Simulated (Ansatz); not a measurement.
**Calculated electric field gradients for GaS under strain**

The cell is a COD entry, relaxed with PBE at fixed cell and then changed (z compressed by 1 %, ions relaxed).

```cif
data_structure
_symmetry_space_group_name_H-M 'P 1'
_symmetry_Int_Tables_number 1
_cell_length_a 3.5850
_cell_length_b 3.5850
_cell_length_c 15.3450
_cell_angle_alpha 90.000
_cell_angle_beta 90.000
_cell_angle_gamma 120.000
_cell_volume 170.80
loop_
_atom_site_label
_atom_site_type_symbol
_atom_site_fract_x
_atom_site_fract_y
_atom_site_fract_z
_atom_site_occupancy
Ga1 Ga 0.33333 0.66667 0.17034 1
Ga2 Ga 0.66667 0.33333 0.67034 1
Ga3 Ga 0.33333 0.66667 0.32966 1
Ga4 Ga 0.66667 0.33333 0.82966 1
S5 S 0.33333 0.66667 0.59943 1
S6 S 0.66667 0.33333 0.09943 1
S7 S 0.33333 0.66667 0.90057 1
S8 S 0.66667 0.33333 0.40057 1
```

Atom numbers follow the list; atoms alike are taken as one site, whose name carries the number of the first.

Level of theory: DFT, PBE, plane waves and PAW, scalar-relativistic, 420 eV cutoff, Γ-centred 14×14×3 k-points, Fermi–Dirac smearing 0.02 eV (Ansatz 0.2.0).

C_Q = eQV_zz/h, which is 24.18 MHz for Q = 1 b and V_zz = 10²¹ V/m²; η = (V_xx − V_yy)/V_zz. ν_Q = 3|C_Q|/[2I(2I − 1)].

69Ga: I = 3/2, Q = 171.0 mb; S-33: I = 3/2, Q = -69.40 mb. Q values from Pyykkö, Mol. Phys. 116, 1328 (2018).

Task: Give the quadrupolar parameters of the distinct sites.

Result: 

```csv
site,atoms (order as listed),first shell,C_Q (MHz),η,ν_Q (MHz)
Ga,"1, 2, 3, 4",3 S at 2.34 Å; also 1 Ga at 2.44 Å,-32.4,0.00,16.2
S,"5, 6, 7, 8",3 Ga at 2.34 Å,9.38,0.00,4.69
```

An axis of threefold or higher order runs through Ga and S, so V_zz lies along it and η is zero.
